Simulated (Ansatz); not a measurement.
# ScAl2: the cost of one run

Computed with Ansatz 0.2.0 (DFT PBE, scalar-relativistic, plane waves, PAW, unless a step's input says otherwise).

1 further run of the same task is left out (it didn't finish).

## (1) Starting point

Symmetry: P-6m2, No. 187, hexagonal system. Conventional cell: a = 2.900 Å, b = 2.900 Å, c = 13.645 Å, α = 90.00°, β = 90.00°, γ = 120.00°. Around Sc (site symmetry 3m) lie 6 Al at 2.82 Å and 6 Sc at 2.90 Å. Around Al (site symmetry -6m2) lie 12 Al at 2.82 to 2.90 Å. Al (site symmetry 3m) is surrounded by 3 Sc at 2.82 Å and 9 Al at 2.82 to 2.90 Å. Al (site symmetry -6m2) is surrounded by 6 Sc at 2.82 Å and 6 Al at 2.90 Å.

As a file:

```xyz
6
Lattice="2.9001 0.0000 0.0000 -1.4500 2.5116 0.0000 0.0000 0.0000 13.6453" Properties=species:S:1:pos:R:3 pbc="T T T"
Sc    0.0000    1.6744    4.5484
Sc    0.0000    1.6744    9.0969
Al    0.0000    1.6744    0.0000
Al    1.4500    0.8372    2.2742
Al    1.4500    0.8372    6.8227
Al    1.4500    0.8372   11.3711
```

The start is an ordering of an alloy on its end members' structure types: elements ordered on the sites of the Be type, Al/Sc on Be (P-6m2, No. 187).

## (2) A first look at the guess

Input file input.yaml:

```yaml
crystal:
  lattice:
    - [2.90009912, 0.0, 0.0]
    - [-1.45004956, 2.51155951, 0.0]
    - [0.0, 0.0, 13.64530026]
  atoms:
    - { symbol: Sc, position: [0.33333333, 0.66666667, 0.33333333] }
    - { symbol: Sc, position: [0.33333333, 0.66666667, 0.66666667] }
    - { symbol: Al, position: [0.33333333, 0.66666667, 0.0] }
    - { symbol: Al, position: [0.66666667, 0.33333333, 0.16666667] }
    - { symbol: Al, position: [0.66666667, 0.33333333, 0.5] }
    - { symbol: Al, position: [0.66666667, 0.33333333, 0.83333333] }
basis:
  ecutwfc: 420
kpoints:
  mp_grid: { grid: [6, 6, 2] }
hamiltonian:
  xc: pbe
scf:
  occupations: { method: gaussian, width: 0.1 }
  lower_state_search: "off"
output:
  forces: true
  stress: true
  eigenvalues: true
```

On the command line:

```sh
$ ansatz run input.yaml --threads 1 --pin off --max-ram 2560MiB --backend cpu --events-out ev --progress --plain --runs-dir out
```

What time and memory should one allow on 1 thread of Intel Xeon 6975P-C (Granite Rapids), shared host?

About 1.9 s, with a peak of 0.37 GiB.
